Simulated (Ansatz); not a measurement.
**Equation of state of TiC under BPBE**

Space group Fm-3m (No. 225). a = 4.331 Å, b = 4.331 Å, c = 4.331 Å, α = 90.00°, β = 90.00°, γ = 90.00°
| atom | site | symmetry | x | y | z |
| --- | --- | --- | --- | --- | --- |
| Ti | 4a | m-3m | 0.0000 | 0.0000 | 0.0000 |
| C | 4b | m-3m | 0.5000 | 0.0000 | 0.0000 |

The cell is a database's computed one, not the measured one.

The cell was scaled at fixed shape and fractions and run with Ansatz, Ansatz PAW, cutoff 420 eV; BPBE, k mesh 11 × 11 × 11 on the cell of 2 atoms, fermi-dirac occupations of 0.05 eV, no spin polarisation, no spin-orbit coupling. The potentials were made for PBE. Energies are those that the program minimises, any entropy of the smearing included. For a metal such a mesh isn't converged to the digits shown.

```tsv
V (Å³/atom)	energy over the lowest row (meV/atom)
9.5485	33.00
9.7516	14.42
9.9548	?
10.1580	0.00
10.3611	2.65
10.5643	11.11
10.7674	24.78
```

Question: Fit the third-order Birch-Murnaghan form, give V0, B0 and B′, and predict the energy left open.

Answer: With y = (V0/V)^(2/3), E = E0 + (9 V0 B0/16) [(y - 1)³ B′ + (y - 1)² (6 - 4y)]. Least squares through the rows shown give V0 = 10.1707 Å³/atom, E0 = -0.03 meV, B0 = 250.0 GPa (1 eV/Å³ = 160.218 GPa) and B′ = 4.05, with a largest miss of 0.02 meV. At V = 9.9548 the form with these constants gives 3.68 meV; the run gave 3.68 meV an atom. Measured volume: 10.13 Å³/atom (a printed reference work), so the fit lies +0.4 % from it. The runs are for a static lattice.
